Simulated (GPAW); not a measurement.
A run of GPAW 26.7.0:

File run.py:

```python
from ase.dft.bandgap import bandgap
from ase.io import read, write
from ase.units import Bohr, GPa
from gpaw import GPAW, PW, setup_paths
from gpaw.elf import elf_from_dft_calculation

setup_paths.insert(0, '.')

atoms = read('POSCAR')
atoms.set_initial_magnetic_moments([3.0, 0.0, 0.0])

calc = GPAW(mode=PW(800),
            xc='PBEsol',
            kpts={'size': (7, 7, 7), 'gamma': True},
            occupations={'name': 'methfessel-paxton', 'order': 0, 'width': 0.05},
            setups={'Cr': ':d,5.0'},
            nbands=20,
            convergence={'density': 1e-05, 'energy': 1e-05},
            maxiter=150,
            txt='gpaw.txt')
atoms.calc = calc
energy = atoms.get_potential_energy()
forces = atoms.get_forces()
stress = atoms.get_stress()
calc.write('gs.gpw')
write('result.traj', atoms)
print(f'Energy: {energy:.6f} eV')
print('Forces (eV/A):')
print(forces.round(4))
print('Stress (GPa):', (stress / GPa).round(3))
print('Moments:', calc.get_magnetic_moments().round(3))
print('Fermi level:', round(calc.get_fermi_level(), 4), 'eV')
print(f'Gap: {bandgap(calc)[0]:.4f} eV, direct: {bandgap(calc, direct=True)[0]:.4f} eV')

# fields on the real-space grid
write('density.cube', atoms, data=calc.get_pseudo_density() * Bohr**3)
write('potential.cube', atoms, data=calc.get_electrostatic_potential())
write('spin.cube', atoms, data=(calc.get_pseudo_density(spin=0) - calc.get_pseudo_density(spin=1)) * Bohr**3)
write('elf.cube', atoms, data=elf_from_dft_calculation(calc).data)
```

The input POSCAR:

```
CrO2
1.0
    0.0000000000      2.3368421000      2.3368421000
    2.3368421000      0.0000000000      2.3368421000
    2.3368421000      2.3368421000      0.0000000000
Cr O
1 2
Direct
    0.0000000000      0.0000000000      0.0000000000
    0.2500000000      0.2500000000      0.2500000000
    0.7500000000      0.7500000000      0.7500000000
```

Potentials or basis: PAW data sets generated in the run's folder for this functional, pw.

Launch:

```sh
$ gpaw-setup -f PBEsol Cr O
$ OMP_NUM_THREADS=1 python run.py
```

Hardware: 1 thread of Arm Neoverse V1 (shared host).

**Question.** How long does it take, and how much memory?

**Answer.** It took 40 s on 1 thread of Arm Neoverse V1, with other jobs on the host, peak memory 0.18 GiB. Counts: scf iterations 14, plane waves 1363, bands 20, k points 20.
